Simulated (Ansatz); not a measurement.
## Re: the change of pressure with volume per atom

All results are calculated (Ansatz 0.2.0). Periodic Kohn-Sham DFT of a crystal at fixed atoms; pressure and stress are positive in compression; the energy is the free energy less that of spherical unpolarised free atoms; site moments are those in the method's own spheres, positive along +z.

Cell of the first row (space group Im-3m, No. 229):
```
Re
1.0
     -1.5255     1.5255     1.5255
      1.5255    -1.5255     1.5255
      1.5255     1.5255    -1.5255
Re
1
Direct
  0.00000 0.00000 0.00000
```

Settings of every row: method frozen-core PAW; functional PBE; relativity scalar; k mesh 15x15x15; filling fermi-dirac; smearing width 0.05 eV; wave cutoff 420 eV; paw set soft_2.

Atom start moment: 0 on all atoms.

Limits: no spin-orbit coupling on heavy atoms; the cell comes from a prototype or a list of computed structures and needn't be the stable phase.

| row | volume per atom (Å³) | pressure (GPa) |
| --- | --- | --- |
| 1 | 14.201 | 24.892 |
| 2 | 14.797 | 7.475 |
| 3 | 15.099 | ? |
| 4 | 15.401 | -6.691 |
| 5 | 16.005 | -18.036 |

Question: what pressure should row 3 give?

Worked fit of pressure. Take u = (V_r/V)^(2/3) − 1 with V_r = 15.099 Å³ an atom, which is twice the finite (Eulerian) strain; such expansions in the strain, on which the Birch-Murnaghan equation of state is built, carry the rest volume and the bulk modulus. The shown rows have u = 0.04172, 0.01356, -0.01312, -0.0381. Least squares give pressure = −0.0008 + 532.021 × u + 1545.39 × u² GPa; a straight line predicts inner rows, each left out in turn, worse (root mean square 1.6 against 0.052 GPa). The rows lie off it by 0.007, -0.023, 0.024, -0.009 (root mean square 0.018 GPa). The pressure vanishes at u = 0.0000, or V = 15.1 Å³ an atom, and there the bulk modulus at fixed shape and fractions is B = −V dP/dV = (2/3)(1 + u) dP/du = 355 GPa. The withheld row has u = 0, so the fit gives −0.0008 + 532.021 × (0) + 1545.39 × (0)² = -0.001 GPa.

The calculation gave 0.001 GPa. The fit lies 0.002 GPa (200 % of the value, 0.0047 % of the column's range) below it; its largest miss of a shown row is 0.024 GPa.
